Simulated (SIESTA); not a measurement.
**KMgF3 in SIESTA: the effect of target pressure**

The system is KMgF3.

```xyz
5
Lattice="3.9859 0.0000 0.0000 0.0000 3.9859 0.0000 0.0000 0.0000 3.9859" Properties=species:S:1:pos:R:3 pbc="T T T"
K     1.9929    1.9929    1.9929
Mg    0.0000    0.0000    0.0000
F     0.0000    0.0000    1.9929
F     0.0000    1.9929    0.0000
F     1.9929    0.0000    0.0000
```

Alike in all runs:

* Program: SIESTA 5.4.2
* Task: relaxation of cell and atoms
* Functional: PBEsol
* Potentials or basis: PseudoDojo 0.4 standard (PBEsol files)
* Basis: DZP (energy shift 0.003 Ry; two zetas on semicore shells; d shell added on K)
* Grid cutoff: 800 Ry
* Energy shift: 0.003 Ry
* k mesh: 5 × 5 × 5
* Occupations: fermi-dirac, width 0.05 eV
* Spin: no spin polarisation

Each run relaxes the cell or the atoms first.

| target pressure | target pressure | relaxed volume (Å³/atom) | gap on the mesh (eV) |
| --- | --- | --- | --- |
| 0 GPa | - | 12.81 | 7.04 |
| 5 GPa | 5 GPa | ? | ? |
| 10 GPa | 10 GPa | 11.53 | 7.88 |
| 20 GPa | 20 GPa | 10.72 | 8.53 |

Q: What does the run with target pressure 5 GPa give?

A: Relaxed volume 12.10 Å³/atom; gap on the mesh 7.48 eV.

Worked out: A straight line through the other rows of the relaxed volume, of slope -0.104 Å³/atom per GPa, gives 12.21 Å³/atom, against the run's 12.10. A straight line through the other rows of the gap on the mesh, of slope 0.0745 eV per GPa, gives 7.44 eV, against the run's 7.48.

Caveats: an odd mesh through Γ misses points on the zone boundary, where band edges often lie; the basis of atomic orbitals isn't converged, which shifts pressures, moduli and gaps; the volume moved by over 15 % at a fixed basis, so the end points are rough (some runs).
